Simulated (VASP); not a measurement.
The system is BAs.

```
CELL_PARAMETERS angstrom
0.00000 2.38850 2.38850
2.38850 0.00000 2.38850
2.38850 2.38850 0.00000
ATOMIC_POSITIONS crystal
As 0.75000 0.75000 0.75000
B 0.00000 0.00000 0.00000
```

| Item | Value |
| --- | --- |
| Program | VASP 6.6.1 |
| Task | relaxation of cell and atoms |
| Functional | PBE |
| Potentials or basis | VASP PAW PBE potentials, release 64 (As, B) |
| Cutoff | 600 eV |
| k mesh | 10 × 10 × 10 |
| Occupations | fermi-dirac, width 0.05 eV |
| Spin | no spin polarisation |

At the start: pressure 3.4 GPa; volume 13.63 Å³/atom.

Problem. How do energy, volume and symmetry change on relaxing?

Solution. Over 3 steps the energy falls by 3.5 meV/atom and the volume is 13.97 Å³/atom (+2.5 %); space group F-43m (No. 216, to 0.05 Å).

Step by step:
```tsv
step	energy change (eV)	largest force (eV/Å)	pressure (GPa)	volume (Å³)
1	0.0000	0.0000	3.42	27.25
2	-0.0037	0.0000	-2.18	28.42
3	-0.0071	0.0000	0.01	27.93
```

Final structure:
```
As B
1.0
     0.00000    2.40817    2.40817
     2.40817    0.00000    2.40817
     2.40817    2.40817    0.00000
As B
1 1
Direct
  0.75000 0.75000 0.75000
  0.00000 0.00000 0.00000
```
